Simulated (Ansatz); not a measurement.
Runs of Ansatz 0.2.0 on TePt. It takes space group P6_3/mmc (No. 194, hexagonal). Conventional cell: a = 4.263 Å, b = 4.263 Å, c = 5.662 Å, α = 90.00°, β = 90.00°, γ = 120.00°. Pt (site symmetry -3m) is surrounded by 2 Pt at 2.83 Å and 6 Te at 2.84 Å. Te (site symmetry -6m2) is surrounded by 6 Pt at 2.84 Å. Measurements of this composition are mostly on another form, of space group No. 166.

| task | level | cell | k mesh | points for each segment of the path | mesh quality | gap on the mesh (eV) | pressure (GPa) | relaxed volume (Å³/atom) |
| --- | --- | --- | --- | --- | --- | --- | --- | --- |
| relaxation of cell and atoms | HSE06 | relaxed | 4 × 4 × 4 | - | coarse | none | 0.0 | 21.53 |
| single point | PBE0 | as given | 6 × 6 × 4 | - | not flagged | none | -4.3 | - |
| relaxation of cell and atoms | PBE0 | relaxed | 4 × 4 × 4 | - | coarse | none | 0.0 | (a) |
| band structure | HSE06 | as given | 6 × 6 × 4 | 4 | not flagged | none | -4.2 | - |

Alike in all rows: potentials or basis Ansatz PAW; no spin polarisation; cutoff (eV) 420; smearing fermi-dirac 0.05 eV.

**Question.** Estimate the missing entries.

**Answer.** (a) 21.55.

Caveats: some runs use coarse meshes; the PAW data sets come from PBE, with cores solved anew for the run's functional, which leaves a small shift of forces and pressure; the plane-wave basis is chosen anew once the cell has moved, so the energies of steps on either side of that aren't comparable (some runs); the thresholds are loose for stress (some runs); spin-orbit coupling is left out, which moves the levels of the heavy elements (some runs).

A k mesh can miss the band edges, and the runs leave out spin-orbit coupling on Pt, Te.

A gap of «none» marks a metal or a gap under the smearing width.
